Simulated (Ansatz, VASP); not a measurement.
# CdS (Greenockite): VASP beside Ansatz

The input INCAR:

```
SYSTEM = CdS
PREC = Accurate
ENCUT = 520
EDIFF = 1E-6
ISMEAR = -1
SIGMA = 0.05
LREAL = .False.
LASPH = .True.
NELM = 80
ALGO = Normal
ISIF = 2
LWAVE = .False.
LCHARG = .False.
GGA = PE
NBANDS = 26
```

File KPOINTS:

```
regular mesh
0
Gamma
  7 7 4
  0 0 0
```

The input POSCAR:

```
CdS
1.0
    4.2313932131      0.0000000000      0.0000000000
   -2.1156966065      3.6644940159      0.0000000000
    0.0000000000      0.0000000000      6.8691315847
Cd S
2 2
Direct
    0.6666666667      0.3333333333      0.5000000000
    0.3333333333      0.6666666667      0.0000000000
    0.6666666667      0.3333333333      0.8750000000
    0.3333333333      0.6666666667      0.3750000000
```

Contents of input.yaml:

```yaml
crystal:
  lattice:
    - [4.2313932131, 0.0, 0.0]
    - [-2.1156966065, 3.6644940159, 0.0]
    - [0.0, 0.0, 6.8691315847]
  atoms:
    - { symbol: Cd, position: [0.6666666667, 0.3333333333, 0.5] }
    - { symbol: Cd, position: [0.3333333333, 0.6666666667, 0.0] }
    - { symbol: S, position: [0.6666666667, 0.3333333333, 0.875] }
    - { symbol: S, position: [0.3333333333, 0.6666666667, 0.375] }
kpoints:
  mp_grid: { grid: [7, 7, 4] }
scf:
  occupations: { method: fermi_dirac, width: 0.05 }
hamiltonian:
  xc: pbe
  pseudopotentials: { kind: all_electron, lapw: { basis_error: 0.001 } }
output:
  forces: true
  stress: true
  eigenvalues: true
```

Change from the starting cell: volume scaled by 1.06.

Alike in both runs: task single point; functional PBE; k mesh 7 × 7 × 4; occupations fermi-dirac, width 0.05 eV; no spin polarisation.

|  | VASP | Ansatz |
| --- | --- | --- |
| version | VASP 6.6.1 | Ansatz 0.2.0 |
| potentials or method | VASP PAW PBE potentials, release 64 (Cd, S) | all-electron LAPW, scalar-relativistic |
| plane-wave cutoff (eV) | 520 | see its input |

Ansatz gave:

```
gap on the k mesh at the Fermi level (eV)       : 1.06
least direct gap on the mesh (eV)               : 1.06
pressure (GPa)                                  : -1.1
largest component of the traceless stress (GPa) : 0.31
rms of the force components (eV/Å)              : 0.033
```

Which values does VASP return?

gap on the k mesh at the Fermi level (eV): 1.06; least direct gap on the mesh (eV): 1.06; pressure (GPa): -0.9; largest component of the traceless stress (GPa): 0.32; rms of the force components (eV/Å): 0.033.

Atom by atom the forces differ by 0.000 eV/Å (rms over components). Ansatz ran all-electron here, so the differences hold the error of VASP's frozen core and of both bases.
